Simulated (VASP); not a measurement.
## Nb: band structure with BLYP

Nb:

```
Nb
1.0
    -1.66395    1.66395    1.66395
     1.66395   -1.66395    1.66395
     1.66395    1.66395   -1.66395
Nb
1
Direct
  0.00000 0.00000 0.00000
```

```
Program                : VASP 6.6.1
Task                   : band structure
Functional             : BLYP
Potentials or basis    : VASP PAW PBE potentials, release 64 (Nb_sv)
Cutoff                 : 520 eV
k mesh                 : 11 × 11 × 11
Occupations            : fermi-dirac, width 0.05 eV
Spin                   : no spin polarisation
Further INCAR settings : ALGO = Normal; EDIFF = 1e-06; NBANDS = 12
```

* Band gap along the path: none (metal or under the smearing width)

Levels at the corners of the path, in eV from the Fermi level:
| point | band 2 | band 3 | band 4 | band 5 | band 6 | band 7 | band 8 | band 9 | band 10 | band 11 |
| --- | --- | --- | --- | --- | --- | --- | --- | --- | --- | --- |
| Γ | -29.72 | -29.72 | -29.72 | -5.68 | 0.32 | 0.32 | 0.32 | 3.16 | 3.16 | 14.34 |
| H | -30.59 | -30.59 | -30.59 | -3.52 | -3.52 | 5.36 | 5.36 | 5.36 | 9.06 | 9.06 |
| H | -30.59 | -30.59 | -30.59 | -3.52 | -3.52 | 5.36 | 5.36 | 5.36 | 9.06 | 9.06 |
| N | -30.98 | -30.12 | -29.73 | -3.55 | -1.61 | 2.43 | 3.16 | 3.81 | 6.09 | 11.69 |
| N | -30.98 | -30.12 | -29.73 | -3.55 | -1.61 | 2.43 | 3.16 | 3.81 | 6.09 | 11.69 |
| Γ | -29.72 | -29.72 | -29.72 | -5.68 | 0.32 | 0.32 | 0.32 | 3.16 | 3.16 | 14.34 |
| Γ | -29.72 | -29.72 | -29.72 | -5.68 | 0.32 | 0.32 | 0.32 | 3.16 | 3.16 | 14.34 |
| P | -30.36 | -30.36 | -30.36 | -1.02 | -1.02 | -1.02 | 3.93 | 3.93 | 9.22 | 11.79 |
| P | -30.36 | -30.36 | -30.36 | -1.02 | -1.02 | -1.02 | 3.93 | 3.93 | 9.22 | 11.79 |
| H | -30.59 | -30.59 | -30.59 | -3.52 | -3.52 | 5.36 | 5.36 | 5.36 | 9.06 | 9.06 |
| P | -30.36 | -30.36 | -30.36 | -1.02 | -1.02 | -1.02 | 3.93 | 3.93 | 9.22 | 11.79 |
| N | -30.98 | -30.12 | -29.73 | -3.55 | -1.61 | 2.43 | 3.16 | 3.81 | 6.09 | 11.69 |

It took 21 s on 1 thread of Intel(R) Xeon(R) Platinum 8375C CPU @ 2.90GHz (Ice Lake), with other jobs on the host, peak memory 0.15 GiB.

Caveat: the log is that of the step along the path at fixed density, whose energy, stress, charges and moments have no meaning.
